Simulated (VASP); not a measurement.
A run of VASP 6.6.1:

File INCAR:

```
  ALGO = Normal
  EDIFF = 1E-6
  ENCUT = 520
  GGA = PE
  ISIF = 2
  ISMEAR = -1
  ISPIN = 2
  LASPH = T
  LCHARG = F
  LMAXMIX = 4
  LORBIT = 11
  LREAL = F
  LWAVE = F
  MAGMOM = 1
  NELM = 150
  PREC = Accurate
  SIGMA = 0.05
```

The input KPOINTS:

```
k-points
0
Gamma
  13 13 13
```

Contents of POSCAR:

```
Ni
1.0
    0.0000000000      1.7375729330      1.7375729330
    1.7375729330      0.0000000000      1.7375729330
    1.7375729330      1.7375729330      0.0000000000
Ni
1
Direct
    0.0000000000      0.0000000000      0.0000000000
```

Contents of KPOINTS_OPT:

```
path GXWKGLUWLK,UX
10
line-mode
reciprocal
 0.0000000000  0.0000000000  0.0000000000  G
 0.5000000000  0.0000000000  0.5000000000  X

 0.5000000000  0.0000000000  0.5000000000  X
 0.5000000000  0.2500000000  0.7500000000  W

 0.5000000000  0.2500000000  0.7500000000  W
 0.3750000000  0.3750000000  0.7500000000  K

 0.3750000000  0.3750000000  0.7500000000  K
 0.0000000000  0.0000000000  0.0000000000  G

 0.0000000000  0.0000000000  0.0000000000  G
 0.5000000000  0.5000000000  0.5000000000  L

 0.5000000000  0.5000000000  0.5000000000  L
 0.6250000000  0.2500000000  0.6250000000  U

 0.6250000000  0.2500000000  0.6250000000  U
 0.5000000000  0.2500000000  0.7500000000  W

 0.5000000000  0.2500000000  0.7500000000  W
 0.5000000000  0.5000000000  0.5000000000  L

 0.5000000000  0.5000000000  0.5000000000  L
 0.3750000000  0.3750000000  0.7500000000  K

 0.6250000000  0.2500000000  0.6250000000  U
 0.5000000000  0.0000000000  0.5000000000  X
```

Potentials or basis: VASP PAW PBE potentials, release 54 (Ni).

Launch:

```console
$ cat potpaw_PBE.54/Ni/POTCAR > POTCAR
$ mpirun -np 1 vasp_std > vasp.out
```

Hardware: 1 thread of Intel(R) Xeon(R) Platinum 8488C (Sapphire Rapids) (shared host).

How long does it take, and how much memory?

Wall time 17 s on 1 thread of Intel(R) Xeon(R) Platinum 8488C (Sapphire Rapids), with other jobs on the host, peak memory 0.14 GiB. Counts: scf iterations 28, k points 84.
